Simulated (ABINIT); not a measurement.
Write an ASE script for ABINIT 10.8.3 (patched build) that does the following.

* Task: equation of state
* Functional: PBEsol
* Dispersion: D4
* Potentials or basis: JTH PAW PBE v2.0
* Cutoff: 408 eV
* k mesh: 12 × 12 × 12
* Occupations: fermi-dirac, width 0.05 eV
* Spin: no spin polarisation
* Dispersion computed by: dftd4 4.3.1
* Fine-grid cutoff: 816.342 eV
* Exchange and correlation inside the PAW spheres: full angular mesh (pawxcdev 0, this build's default; the released program takes 1)

The system is Mo.

```
Mo
1.0
    -1.58381    1.58381    1.58381
     1.58381   -1.58381    1.58381
     1.58381    1.58381   -1.58381
Mo
1
Cartesian
  0.0000 0.0000 0.0000
```

One way to write it, as run:

run.py

```python
import json, os
import numpy as np
from ase.eos import EquationOfState
from ase.units import GPa
from ase.calculators.mixing import SumCalculator
from dftd4.ase import DFTD4
from ase.calculators.abinit import Abinit, AbinitProfile
from ase import Atoms

atoms = Atoms(['Mo'],
              cell=[[-1.5838089719, 1.5838089719, 1.5838089719], [1.5838089719, -1.5838089719, 1.5838089719], [1.5838089719, 1.5838089719, -1.5838089719]],
              scaled_positions=[[0.0, 0.0, 0.0]],
              pbc=True)

profile = AbinitProfile(command='abinit', pp_paths=[os.path.abspath('pseudos')])
params = dict(
    pps='pawxml', xc='PBE',
    ecut=408.1708,
    pawecutdg=816.3416,
    kptopt=1,
    ngkpt=[12, 12, 12],
    nshiftk=1,
    shiftk=[0.0, 0.0, 0.0],
    ixc=-116133,
    nband=11,
    occopt=3,
    tsmear=0.05,
    nstep=100,
    tolvrs=1e-09,
    prtwf=0,
    prtden=0,
)

cell0 = atoms.cell.copy()
volumes, energies = [], []
for i, x in enumerate([0.94, 0.96, 0.98, 1.0, 1.02, 1.04, 1.06]):
    atoms.set_cell(cell0 * x ** (1 / 3), scale_atoms=True)
    atoms.calc = SumCalculator([Abinit(profile=profile, directory=f'v{i}', **params), DFTD4(method='pbesol')])
    volumes.append(atoms.get_volume() / len(atoms))
    dft, disp = atoms.calc.mixer.calcs
    energies.append((dft.get_property('free_energy', atoms) + disp.get_property('energy', atoms)) / len(atoms))
    print(f'{x:5.2f} {volumes[-1]:10.5f} A^3/atom {energies[-1]:14.6f} eV/atom', flush=True)
    json.dump(dict(volumes=volumes, energies=energies), open('results.json', 'w'))
v0, e0, b0 = EquationOfState(volumes, energies, eos='vinet').fit()
print(f'V0 {v0:.4f} A^3/atom  E0 {e0:.6f} eV/atom  B0 {b0 / GPa:.2f} GPa')
```

Potentials or basis: JTH PAW PBE v2.0.

Run with:

```bash
$ python run.py
```

It gave:

The equilibrium volume is 15.18 Å³/atom. The bulk modulus is 300 GPa. The pressure derivative of the bulk modulus is 4.9 (rough: it moves with the points fitted).

Caveat: pressures at fixed basis lie under the slope of the energies; the log and the count of SCF iterations are those of the last ABINIT call alone; the PAW data sets were made with another functional, which shifts forces and pressure a little.

Wall time 64 s on 1 thread of Arm Neoverse V1, on a shared host, peak memory 0.12 GiB.
